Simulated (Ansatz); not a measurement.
# WS2 (Tungstenite) (P6_3/mmc) in Ansatz: single point with PBE

Aim: the single point of WS2 (Tungstenite) with PBE.

All numbers are computed with Ansatz 0.2.0; they aren't measurements. Logs are shortened: lines on timing, memory, paths and dates and some standing lists are left out, and cuts for length are marked.

### Step 1. Starting point

Symmetry: P6_3/mmc, No. 194, hexagonal system. Conventional cell: a = 3.180 Å, b = 3.180 Å, c = 12.500 Å, α = 90.00°, β = 90.00°, γ = 120.00°. W (site symmetry -6m2) has 6 S at 2.41 Å as nearest neighbours. S (site symmetry 3m) is surrounded by 3 W at 2.41 Å.

### Step 2. Single point, PBE

File input.yaml:

```yaml
crystal:
  lattice:
    - [3.18, 0.0, 0.0]
    - [-1.59, 2.753960784, 0.0]
    - [0.0, 0.0, 12.5]
  atoms:
    - { symbol: W, position: [0.6666666667, 0.3333333333, 0.75] }
    - { symbol: W, position: [0.3333333333, 0.6666666667, 0.25] }
    - { symbol: S, position: [0.6666666667, 0.3333333333, 0.375] }
    - { symbol: S, position: [0.3333333333, 0.6666666667, 0.875] }
    - { symbol: S, position: [0.6666666667, 0.3333333333, 0.125] }
    - { symbol: S, position: [0.3333333333, 0.6666666667, 0.625] }
hamiltonian:
  xc: pbe
  pseudopotentials: { kind: paw }
kpoints:
  mp_grid: { grid: [10, 10, 3] }
scf:
  occupations: { method: fermi_dirac, width: 0.05 }
basis:
  ecutwfc: "300 eV"
output:
  forces: true
  stress: true
  eigenvalues: true
```

Potentials or basis: Ansatz PAW.

Started as:

```
ansatz run input.yaml --threads 2 --pin off --max-ram 5120MiB --backend cpu --events-out ev --progress --plain --runs-dir out
```

Log:

```text
Warning: basis.ecutwfc = 300 eV is below the records' recommended 420 eV, and the density's cutoff is lower with it unless basis.ecutrho_ratio is high enough to keep the records' density cutoff: compare with a run at a higher cutoff
Warning: RAYON_NUM_THREADS=2 ignored (pool sized by the plan → 2); use --threads N
Engine: ansatz 0.2.0, x86_64-unknown-linux-gnu
Pseudopotentials: kind: paw
Pseudopotential: W, paw, valence charge 14, recommended cutoff 420 eV (normal), W.paw.azcp
Pseudopotential: S, paw, valence charge 6, recommended cutoff 420 eV (normal), S.paw.azcp
Functional definition: PBE
  parameter kappa = 0.804
  parameter beta = 0.06672455060314922
  exchange = pbe_x(kappa = kappa, mu = beta*pi^2/3)
  correlation = pbe_c(beta = beta)
Crystal: 6 atoms, lattice volume = 109.470 Å³
Basis set: ecut = 300 eV, 1313 PW (Γ), exchange–correlation on 36×36×144 points (8 copies of the dense FFT grid, shifted against one another)
Bands: 32, of which v1, the nominal top of the filled ones, is band 26 counted from 1 (25 counted from 0)
Symmetry: 24 space group operations
Space group: P63/mmc (ITA 194), of the structure as read, at distance tolerance 4.8e-5 Å
k-points: 28 of 300
Non-local potential: W, projectors of the file, l = 0: 3, l = 1: 2, l = 2: 2, l = 3: 1
Non-local potential: S, projectors of the file, l = 0: 2, l = 1: 2, l = 2: 2
PAW form: soft (Blöchl's): semilocal exchange-correlation on the pseudo side does not see the compensation charge
PAW one-centre angular grid: W, 590 points (default); XC on 64 Gauss nodes
PAW one-centre angular grid: S, 110 points (default); XC on 64 Gauss nodes
Initial density: superposition of atomic densities (neutral atoms: chi_scale 0, normalization atom), corrected by the library's trained network
Initial wavefunctions: pseudopotential atomic-orbital guess
Functional: x = pbe(κ = 0.804, μ = 0.2195149727645171), c = pbe(β = 0.06672455060314922)
SCF iter   1: F=—  HF=-24382.651977 eV  |F-HF|=—  |Δ(HF+E_count)|=         —  Δρ=5.67e-3  dr2=1.52e-2  ethr=1.77e-3  ⟨swp⟩=6.1  Hψ=4094  notcnv=0
preconditioner: auto → Resta (q_TF=auto, 2.410 Å⁻¹)  ε∞=7.5  [insulator: Δε(μ)=1.114 eV  Ē_g=8.379 eV  σ=0.050 eV  W_gap=1.00  n_scr=26 (ndim 8)  ℏωp=21.3 eV  f_vac=0.021  D(μ)=0.00/eV (n_scr^D=0)  ε∞_Penn≈7.5]
SCF iter   2: F=—  HF=-24382.656650 eV  |F-HF|=—  |Δ(HF+E_count)|=   4.67e-3  Δρ=3.02e-3  dr2=2.49e-3  ethr=2.93e-5  ⟨swp⟩=2.2  Hψ=1545  notcnv=0  defer=1
SCF iter   3: F=—  HF=-24382.660680 eV  |F-HF|=—  |Δ(HF+E_count)|=   4.03e-3  Δρ=1.03e-3  dr2=4.21e-4  ethr=4.80e-6  ⟨swp⟩=2.5  Hψ=1513  notcnv=0  defer=1
SCF iter   4: F=—  HF=-24382.661243 eV  |F-HF|=—  |Δ(HF+E_count)|=   5.63e-4  Δρ=9.38e-5  dr2=1.09e-5  ethr=8.10e-7  ⟨swp⟩=2.0  Hψ=1312  notcnv=0  defer=1
SCF iter   5: F=—  HF=-24382.660749 eV  |F-HF|=—  |Δ(HF+E_count)|=   4.93e-4  Δρ=1.85e-5  dr2=4.15e-7  ethr=2.09e-8  ⟨swp⟩=2.0  Hψ=1328  notcnv=0  defer=1
SCF iter   6: F=-24382.660750 eV  HF=-24382.660749 eV  |F-HF|=2.09e-8  |Δ(HF+E_count)|=   8.24e-8  Δρ=6.60e-6  dr2=5.36e-8  ethr=1.92e-10  ⟨swp⟩=7.7  Hψ=3832  notcnv=0
SCF 1 converged in 6 iterations: F = -24382.660750 eV  dr2 = 5.36e-8
SCF converged after 6 iterations
Free energy (F): -24382.660750 eV
Harris-Foulkes:  -24382.660749 eV  (|F-HF|=2.09e-8)
Internal energy: -24382.660749 eV  (E = F + TS)
E sigma→0 (E₀):  -24382.660749 eV
Entropy (-TS):   -0.000000 eV (-0.000 meV/atom)
Fermi energy:    11.768635 eV
--- Per-component energies (eV) ---
  E_band       = -396.290014
  E_kinetic    = 1332.630368
  E_local      = -3639.824313  (includes V_loc(G=0)·N_el)
  E_nonlocal   = 114.375281
  E_hartree    = 1448.321279
  E_xc         = -924.402142
  E_vxc        = -830.246037  (∫ρ·V_xc dr)
  E_paw        = -19525.997654  (= ΣΔE_a)
  E_vpaw       = -269.869437  (= ΣTr[D̂ρ^β])
  E_aug_tail   = -0.000452  (compensation charges beyond the density's cutoff)
  E_ewald      = -3187.763116
  E_smearing   = -0.000000  (= −TS)
  E_closure    = 0.000000  (closes the sum)
  Σ components = -24382.660750   (vs F -24382.660750, Δ=0.00e0)
--- Forces (eV/Å), atoms counted from 1 ---
  atom   1  W     -0.00000000    -0.00000000     0.00000000
  atom   2  W     -0.00000000     0.00000000    -0.00000000
  atom   3  S     -0.00000000    -0.00000000     0.14639974
  atom   4  S     -0.00000000     0.00000000     0.14639974
  atom   5  S      0.00000000    -0.00000000    -0.14639974
  atom   6  S      0.00000000     0.00000000    -0.14639974
  max |Σ_I F_I| component: 2.78e-17 eV/Å
--- Stress (GPa, compression-positive) ---
        1.840661       0.000000      -0.000000
        0.000000       1.840661      -0.000000
        0.000000      -0.000000       3.681099
  P = ⅓ Tr σ = 2.4541 GPa (24.541 kbar)
--- Band table (eV; the first three rows and the last of 28) ---
  k-point 0: bands = ["-63.3389", "-63.3389", "-27.6085", "-27.6065", "-27.4558", "-27.4558", "-27.4550", "-27.4550", "-4.2677", "-4.0848", "-2.6954", "-2.3384", "3.7903", "4.7024", "7.6077", "7.7285", "7.7285", "7.7399", "7.7399", "8.9574", "8.9574", "8.9991", "8.9991", "9.6977", "10.1737", "11.2665", "13.5153", "13.5153", "13.5204", "13.5204", "13.6101", "13.6101"]
  k-point 1: bands = ["-63.3389", "-63.3389", "-27.6079", "-27.6072", "-27.4556", "-27.4556", "-27.4551", "-27.4551", "-4.2273", "-4.1369", "-2.6014", "-2.4240", "3.9814", "4.4256", "7.7315", "7.7315", "7.7372", "7.7372", "8.0405", "8.9461", "8.9672", "8.9672", "8.9887", "8.9887", "10.7168", "11.1345", "13.5116", "13.5116", "13.5122", "13.5122", "13.6548", "13.6548"]
  k-point 2: bands = ["-63.3373", "-63.3372", "-27.6020", "-27.6001", "-27.4881", "-27.4879", "-27.4631", "-27.4627", "-4.1028", "-3.9200", "-2.6266", "-2.2877", "3.9861", "4.8965", "7.3086", "7.3314", "7.3330", "7.8860", "7.9042", "8.3745", "8.7028", "8.7503", "9.0326", "9.8854", "10.1756", "10.9567", "13.2938", "13.3852", "13.4540", "13.4767", "13.5348", "13.6297"]
  k-point 27: bands = ["-63.3201", "-63.3201", "-27.7220", "-27.7219", "-27.6507", "-27.6503", "-27.5384", "-27.5383", "-1.7957", "-1.7761", "-1.6456", "-1.6263", "4.8733", "4.9333", "5.0556", "5.0811", "6.3011", "6.3069", "6.6198", "6.7139", "7.3152", "7.4503", "8.2878", "8.4180", "10.4188", "10.4959", "12.6299", "12.6406", "13.7217", "14.1657", "14.4817", "14.5820"]
```

Run time: 2.1 s. Hardware: 2 threads of Intel Xeon Platinum 8259CL at 2.50GHz (Skylake/Cascade Lake), shared host; peak memory 0.41 GiB.

Results:

| Item | Value |
| --- | --- |
| Free energy | -24382.6607 eV |
| Pressure | 2.5 GPa |
| Largest force | 0.146 eV/Å |
| Band gap on the k mesh | 1.12 eV, indirect (least direct gap 2.09 eV) |

Forces on the atoms (eV/Å):
```
W    0.000  0.000  0.000
W    0.000  0.000  0.000
S    0.000  0.000  0.146
S    0.000  0.000  0.146
S    0.000  0.000 -0.146
S    0.000  0.000 -0.146
```

Caveat: odd divisions of the mesh miss points on the zone boundary, where band edges often lie, so the gap on the mesh can be too wide; the pressure holds a Pulay correction of +2.1 GPa for the finite cutoff; spin-orbit coupling is left out, which moves the levels of the heavy elements; this functional lacks dispersion, which binds the layers, so the pressure and a relaxed spacing across them are unreliable; the cutoff lies under the one recommended for these potentials.
